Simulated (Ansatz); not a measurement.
## HfO2 in Ansatz: convergence with scf exx energy threshold

Crystal: HfO2.

```xyz
3
Lattice="0.0000 2.5575 2.5575 2.5575 0.0000 2.5575 2.5575 2.5575 0.0000" Properties=species:S:1:pos:R:3 pbc="T T T"
Hf    0.0000    0.0000    0.0000
O     3.8363    3.8363    3.8363
O     1.2788    1.2788    1.2788
```

Measurements of this composition are mostly on another form, of space group No. 14.

```yaml
Program: Ansatz 0.2.0
Task: convergence study
Functional: PBE0
Potentials_or_basis: JTH PAW
Cutoff: "1380 eV (not typed: the program's choice for these potentials)"
k_mesh: 5 × 5 × 5
Occupations: gaussian, width 0.1 eV
Spin: no spin polarisation
```

These are the settings of the first run; the series varies scf exx energy threshold, with any setting tied to it.

Hardware: 2 threads of AMD EPYC 9R45 96-Core Processor (Zen 5) (shared host).

```csv
scf exx energy threshold,"energy less the tightest run, at zero smearing (meV/atom)",SCF cycles,CPU time (s),peak memory (GiB)
0.01,0.00,14,47,2.6
0.001,0.00,14,49,2.6
0.0001,0.00,14,52,2.6
1e-05,0.00,14,53,2.6
1e-06,0.00,15,54,2.6
1e-07,0.00,18,58,2.6
```

Against the tightest run, the energy stays within 1 meV/atom from 0.01 on. The tightest run that finished is the yardstick and may itself not be fully converged.

Caveat, for the tightest run too: the k mesh is coarse (spacing up to 0.43 Å⁻¹), so the values aren't converged, least of all with exact exchange.
